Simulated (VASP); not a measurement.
# InAs (F-43m) in VASP: further runs

Runs on InAs. Level: PBEsol. Tasks: relaxation of cell and atoms.

Everything below comes from runs of VASP 6.6.1. Logs are shortened: lines on timing, memory, paths and dates and some standing lists are left out, and cuts for length are marked.

**1. Starting point**

Symmetry: F-43m, No. 216, cubic system. Conventional cell: a = 6.036 Å, b = 6.036 Å, c = 6.036 Å, α = 90.00°, β = 90.00°, γ = 90.00°. Around In (site symmetry -43m) lie 4 As at 2.61 Å. As (site symmetry -43m) is surrounded by 4 In at 2.61 Å.

**2. Relaxation of cell and atoms, PBEsol**

Input file INCAR:

```
SYSTEM = InAs
ALGO = Normal ; EDIFF = 1E-7
EDIFFG = -0.002 ; ENCUT = 520
GGA = PS ; IBRION = 2
ISIF = 3 ; ISMEAR = 0
KPAR = 4 ; LASPH = .TRUE.
LCHARG = .FALSE. ; LREAL = .FALSE.
LWAVE = .FALSE. ; NELM = 80
NSW = 80 ; PREC = Accurate
SIGMA = 0.02
```

Input file KPOINTS:

```
k-points
0
G
  10 10 10
  0 0 0
```

Input file POSCAR:

```
InAs
1.0
    0.0000000000      3.0180000000      3.0180000000
    3.0180000000      0.0000000000      3.0180000000
    3.0180000000      3.0180000000      0.0000000000
In As
1 1
Direct
    0.0000000000      0.0000000000      0.0000000000
    0.2500000000      0.2500000000      0.2500000000
```

Potentials or basis: VASP PAW PBE potentials, release 64 (In_d, As).

The run is started by

```bash
> cat potpaw_PBE.64/In_d/POTCAR potpaw_PBE.64/As/POTCAR > POTCAR
> mpirun -np 4 vasp_std > vasp.out
```

OUTCAR:

```text
SYSTEM = InAs
   EDIFF = 1E-7
   EDIFFG = -0.002
   ENCUT = 520
   GGA = PS
   IBRION = 2
   ISIF = 3
   ISMEAR = 0
   LASPH = .TRUE.
   LREAL = .FALSE.
   NELM = 80
   NSW = 80
   PREC = Accurate

 ion  position               nearest neighbor table
   1  0.000  0.000  0.000-   2 2.61   2 2.61   2 2.61   2 2.61
   2  0.250  0.250  0.250-   1 2.61   1 2.61   1 2.61   1 2.61

  LATTYP: Found a face centered cubic cell.
 ALAT       =     6.0360000000

  Lattice vectors:

 A1 = (   0.0000000000,   3.0180000000,   3.0180000000)
 A2 = (   3.0180000000,   0.0000000000,   3.0180000000)
 A3 = (   3.0180000000,   3.0180000000,   0.0000000000)

Analysis of symmetry for initial positions (statically):
=====================================================================
 Subroutine PRICEL returns:
 Original cell was already a primitive cell.

 Routine SETGRP: Setting up the symmetry group for a
 face centered cubic supercell.

 Subroutine GETGRP returns: Found 24 space group operations
 (whereof 24 operations were pure point group operations)
 out of a pool of 48 trial point group operations.

The static configuration has the point symmetry T_d .

Analysis of symmetry for dynamics (positions and initial velocities):
=====================================================================
 Subroutine PRICEL returns:
 Original cell was already a primitive cell.

 Routine SETGRP: Setting up the symmetry group for a
 face centered cubic supercell.

 Subroutine GETGRP returns: Found 24 space group operations
 (whereof 24 operations were pure point group operations)
 out of a pool of 48 trial point group operations.

The dynamic configuration has the point symmetry T_d .

 Subroutine INISYM returns: Found 24 space group operations
 (whereof 24 operations are pure point group operations),
 and found     1 'primitive' translations

----------------------------------------------------------------------------------------

                                     Primitive cell

  volume of cell :      54.9778

  direct lattice vectors                    reciprocal lattice vectors
     0.000000000  3.018000000  3.018000000    -0.165672631  0.165672631  0.165672631
     3.018000000  0.000000000  3.018000000     0.165672631 -0.165672631  0.165672631
     3.018000000  3.018000000  0.000000000     0.165672631  0.165672631 -0.165672631

  length of vectors
     4.268096531  4.268096531  4.268096531     0.286953414  0.286953414  0.286953414

  position of ions in fractional coordinates (direct lattice)
     0.000000000  0.000000000  0.000000000
     0.250000000  0.250000000  0.250000000

  ion indices of the primitive-cell ions
   primitive index   ion index
                 1           1
                 2           2

----------------------------------------------------------------------------------------

 KPOINTS: k-points

Automatic generation of k-mesh.
 Grid dimensions read from file:
 generate k-points for:   10   10   10

 Generating k-lattice:

  Cartesian coordinates                     Fractional coordinates (reciprocal lattice)
    -0.016567263  0.016567263  0.016567263     0.100000000  0.000000000  0.000000000
     0.016567263 -0.016567263  0.016567263     0.000000000  0.100000000  0.000000000
     0.016567263  0.016567263 -0.016567263     0.000000000  0.000000000  0.100000000

  Length of vectors
     0.028695341  0.028695341  0.028695341

  Shift w.r.t. Gamma in fractional coordinates (k-lattice)
     0.000000000  0.000000000  0.000000000

 Subroutine IBZKPT returns following result:
 ===========================================

 Found     47 irreducible k-points:

 Following reciprocal coordinates:
            Coordinates               Weight
  0.000000  0.000000  0.000000      1.000000
  0.100000  0.000000  0.000000      8.000000
  0.200000  0.000000  0.000000      8.000000
  0.300000  0.000000  0.000000      8.000000
  0.400000  0.000000  0.000000      8.000000
  0.500000  0.000000  0.000000      4.000000
[... 16 lines left out ...]
  0.300000  0.300000  0.000000      6.000000
  0.400000  0.300000  0.000000     24.000000
 [... further k-points ...]
   k-points           NKPTS =     47   k-points in BZ     NKDIM =     47   number of bands    NBANDS=     13
   number of dos      NEDOS =    301   number of ions     NIONS =      2
   total plane-waves  NPLWV =  32768
   dimension x,y,z NGX =    32 NGY =   32 NGZ =   32
   dimension x,y,z NGXF=    64 NGYF=   64 NGZF=   64
   ions per type =               1   1
   NGX,Y,Z   is equivalent  to a cutoff of  12.46, 12.46, 12.46 a.u.
   NGXF,Y,Z  is equivalent  to a cutoff of  24.93, 24.93, 24.93 a.u.
 SYSTEM =  InAs
   PREC   = accura    normal or accurate (medium, high low for compatibility)
   ISTART =      0    job   : 0-new  1-cont  2-samecut
   ICHARG =      2    charge: 1-file 2-atom 10-const
   ISPIN  =      1    spin polarized calculation?
   LNONCOLLINEAR =      F non collinear calculations
   LSORBIT =      F    spin-orbit coupling
   LASPH  =      T    aspherical Exc in radial PAW
   ENCUT  =  520.0 eV  38.22 Ry    6.18 a.u.   7.94  7.94  7.94*2*pi/ulx,y,z
   NELM   =     80;   NELMIN=  2; NELMDL= -5     # of ELM steps
   EDIFF  = 0.1E-06   stopping-criterion for ELM
   LREAL  =      F    real-space projection
   EDIFFG = -.2E-02   stopping-criterion for IOM
   NSW    =     80    number of steps for IOM
   IBRION =      2    ionic relax: 0-MD 1-quasi-New 2-CG
   NFREE  =      1    steps in history (QN), initial steepest desc. (CG)
   ISIF   =      3    stress and relaxation
   ISYM   =      2    0-nonsym 1-usesym 2-fastsym
   POTIM  = 0.5000    time-step for ionic-motion
   TEBEG  =    0.0;   TEEND  =   0.0 temperature during run
   PSTRESS=    0.0 pullay stress
   NELECT =      18.0000    total number of electrons
   NUPDOWN=      -1.0000    fix difference up-down
   EMIN   =  10.00;   EMAX   =-10.00  energy-range for DOS
   EFERMI =   0.00;   METHOD = LEGACY
   ISMEAR =     0;   SIGMA  =   0.02  broadening in eV -4-tet -1-fermi 0-gaus
   EFERMI_NEDOS =   21; number of points for ismear=-14 and -15
   IALGO  =     38    algorithm
   IMIX   =      4    mixing-type and parameters
     AMIX     =   0.40;   BMIX     =  1.00
     AMIX_MAG =   1.60;   BMIX_MAG =  1.00
  volume/ion in A,a.u.               =      27.49       185.50
  Fermi-wavevector in a.u.,A,eV,Ry     =   1.128331  2.132236 17.321990  1.273130
  Thomas-Fermi vector in A             =   2.265020
   LORBIT       =      0    0 simple, 1 ext, 2 COOP (PROOUT), +10 PAW based schemes
   GGA     = PS    functional components
   LHFCALC =     F    Hartree Fock is set to
   AEXX    =    0.0000 exact exchange contribution
   IVDW    =     0    specifies the selected vdW correction
   LEPSILON=     F    determine dielectric tensor
   LRPA    =     F    only Hartree local field effects (RPA)
 conjugate gradient relaxation of ions
 non-spin polarized calculation
 Gauss-broadening in eV      SIGMA  =   0.02
  energy-cutoff  :      520.00
  volume of cell :       54.98
 maximum number of plane-waves:      1494
   NGX = 15   NGY = 15   NGZ = 15

--------------------------------------- Ionic step        1  -------------------------------------------

 number of electron      17.9999991 magnetization

 Free energy of the ion-electron system (eV)
  ---------------------------------------------------
  ext. energy  EPLUGINS =         0.00000000
  ---------------------------------------------------
  free energy    TOTEN  =        -8.48226306 eV

  energy without entropy =       -8.48223221  energy(sigma->0) =       -8.48224763

 E-fermi :   4.4346     XC(G=0):  -9.3080

 val. band max:        4.4284977336   @ k =   0.0000   0.0000   0.0000
 cond. band min:       5.3142058054   @ k =   0.5000   0.0000   0.0000
 fundamental gap:      0.8857080718
 Fermi energy:         4.4345890768

 k-point     1 :       0.0000    0.0000    0.0000
  band No.  band energies     occupation
      1      -9.9157      2.00000
      2      -9.9157      2.00000
      3      -9.9157      2.00000
      4      -9.7854      2.00000
      5      -9.7854      2.00000
      6      -7.4977      2.00000
      7       4.1734      2.00000
      8       4.4285      1.33334
      9       4.4285      1.33333
     10       4.4285      1.33333
     11       8.2866      0.00000
     12       8.2866      0.00000
     13       8.2866      0.00000

 k-point     2 :       0.1000    0.0000    0.0000
  band No.  band energies     occupation
      1      -9.9299      2.00000
      2      -9.9117      2.00000
      3      -9.9117      2.00000
      4      -9.7855      2.00000
      5      -9.7855      2.00000
      6      -7.3914      2.00000
      7       2.8809      2.00000
      8       4.2970      2.00000
      9       4.2970      2.00000
     10       5.3434      0.00000
     11       8.3435      0.00000
[... 412 lines left out ...]
 POSITION                                       TOTAL-FORCE (eV/Angst)
 -----------------------------------------------------------------------------------
      3.05786      6.11572      3.05786         0.000000      0.000000      0.000000
      1.52893      1.52893      1.52893        -0.000000     -0.000000     -0.000000
 -----------------------------------------------------------------------------------
    total drift:                               -0.000000     -0.000000      0.000000

  FREE ENERGIE OF THE ION-ELECTRON SYSTEM (eV)
  ---------------------------------------------------
  free  energy   TOTEN  =        -8.4880001207 eV

  energy  without entropy=       -8.4879692682  energy(sigma->0) =       -8.48798469

--------------------------------------- Ionic step        3  -------------------------------------------

 number of electron      17.9999992 magnetization

 Free energy of the ion-electron system (eV)
  ---------------------------------------------------
  ext. energy  EPLUGINS =         0.00000000
  ---------------------------------------------------
  free energy    TOTEN  =        -8.48951604 eV

  energy without entropy =       -8.48948518  energy(sigma->0) =       -8.48950061

 E-fermi :   4.1654     XC(G=0):  -9.1911

 val. band max:        4.1593092371   @ k =   0.0000   0.0000   0.0000
 cond. band min:       4.9883410910   @ k =   0.5000   0.0000   0.0000
 fundamental gap:      0.8290318539
 Fermi energy:         4.1654005747

 k-point     1 :       0.0000    0.0000    0.0000
  band No.  band energies     occupation
      1     -10.1302      2.00000
      2     -10.1302      2.00000
      3     -10.1302      2.00000
      4     -10.0109      2.00000
      5     -10.0109      2.00000
      6      -7.5942      2.00000
      7       3.7690      2.00000
      8       4.1593      1.33334
      9       4.1593      1.33333
     10       4.1593      1.33333
     11       8.0062      0.00000
     12       8.0062      0.00000
     13       8.0062      0.00000

 k-point     2 :       0.1000    0.0000    0.0000
  band No.  band energies     occupation
      1     -10.1426      2.00000
      2     -10.1265      2.00000
      3     -10.1265      2.00000
      4     -10.0110      2.00000
      5     -10.0110      2.00000
      6      -7.4932      2.00000
      7       2.5788      2.00000
      8       4.0338      2.00000
      9       4.0338      2.00000
     10       4.9938      0.00000
     11       8.0498      0.00000
[... 376 lines left out ...]
 POSITION                                       TOTAL-FORCE (eV/Angst)
 -----------------------------------------------------------------------------------
      0.00000      0.00000      0.00000         0.000000      0.000000     -0.000000
      1.52256      1.52256      1.52256        -0.000000     -0.000000      0.000000
 -----------------------------------------------------------------------------------
    total drift:                               -0.000000     -0.000000     -0.000000

  FREE ENERGIE OF THE ION-ELECTRON SYSTEM (eV)
  ---------------------------------------------------
  free  energy   TOTEN  =        -8.4895160357 eV

  energy  without entropy=       -8.4894851832  energy(sigma->0) =       -8.48950061

 reached required accuracy - stopping structural energy minimisation
```

It took 14 s on 4 MPI ranks of Intel Xeon Platinum 8488C (Sapphire Rapids), shared host; peak memory 0.2 GiB.

What came out:

```
Free energy                            : -8.4895 eV
Relaxed volume                         : 28.24 Å³/atom
Relaxed cell                           : a = 4.306 Å, b = 4.306 Å, c = 4.306 Å, α = 60.00°, β = 60.00°, γ = 60.00°
Space group after relaxing (to 0.05 Å) : F-43m (No. 216)
Energy gained by relaxing              : 3.6 meV/atom
Ionic steps                            : 3
Pressure after relaxing                : 0.0 GPa
Band gap on the k mesh                 : none (metal or under the smearing width)
```

The path:
| step | energy change (eV) | largest force (eV/Å) | pressure (GPa) | volume (Å³) |
| --- | --- | --- | --- | --- |
| 1 | 0.0000 | 0.0000 | 1.60 | 54.98 |
| 2 | -0.0057 | 0.0000 | -0.67 | 57.19 |
| 3 | -0.0073 | 0.0000 | 0.01 | 56.47 |

Final structure:
```xyz
2
Lattice="0.0000 3.0451 3.0451 3.0451 0.0000 3.0451 3.0451 3.0451 0.0000" Properties=species:S:1:pos:R:3 pbc="T T T"
In    0.0000    0.0000    0.0000
As    1.5226    1.5226    1.5226
```

Caveat: the PAW data sets were made with another functional, which shifts forces and pressure a little; this crystal is a semiconductor, whose small gap the functional closes, so the metal is an error of the method. Zero-point motion and thermal expansion aren't in these numbers.

(Part 1 of 2 ends here.)
